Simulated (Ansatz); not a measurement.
Runs of Ansatz 0.2.0 on Re. The structure is hexagonal, space group P6_3/mmc (No. 194). Conventional cell: a = 2.766 Å, b = 2.766 Å, c = 8.939 Å, α = 90.00°, β = 90.00°, γ = 120.00°. Re (site symmetry -6m2) has 12 Re at 2.75 to 2.77 Å as nearest neighbours. Re (site symmetry -3m) is surrounded by 12 Re at 2.75 to 2.77 Å. 

```csv
task,level,spin,cell,k mesh,points for each segment of the path,gap on the mesh (eV),pressure (GPa),relaxed volume (Å³/atom)
relaxation of cell and atoms,RPBE,off,relaxed,11 × 11 × 3,-,-,0.0,15.10
band structure,LDA,"SOC, no magnetisation",as given,8 × 8 × 3,14,none,-11.4,-
relaxation of cell and atoms,PBEsol,off,relaxed,11 × 11 × 3,-,-,0.0,(b)
band structure,PBEsol,off,as given,11 × 11 × 3,14,none,(a),-
band structure,revPBE,off,as given,11 × 11 × 3,14,none,6.1,-
band structure,BLYP,off,as given,11 × 11 × 3,14,none,16.9,-
band structure,PBEsol,"SOC, no magnetisation",as given,8 × 8 × 3,14,none,-5.7,-
band structure,RPBE,off,as given,11 × 11 × 3,14,none,7.2,-
```

Alike in all rows: potentials or basis Ansatz PAW; cutoff (eV) 420; smearing fermi-dirac 0.05 eV.

Estimate the missing entries.

(a) -6.8; (b) 14.55.

Caveats: the PAW data sets come from PBE, with cores solved anew for the run's functional, which leaves a small shift of forces and pressure; spin-orbit coupling is left out, which moves the levels of the heavy elements (some runs); the plane-wave basis is chosen anew once the cell has moved, so the energies of steps on either side of that aren't comparable (some runs); so large a pressure means that the cell lies far from this level's equilibrium, or that cutoff or potentials fall short (some runs).

A k mesh can miss the band edges, and rows without SOC leave out spin-orbit coupling on Re.

A gap of «none» marks a metal or a gap under the smearing width.
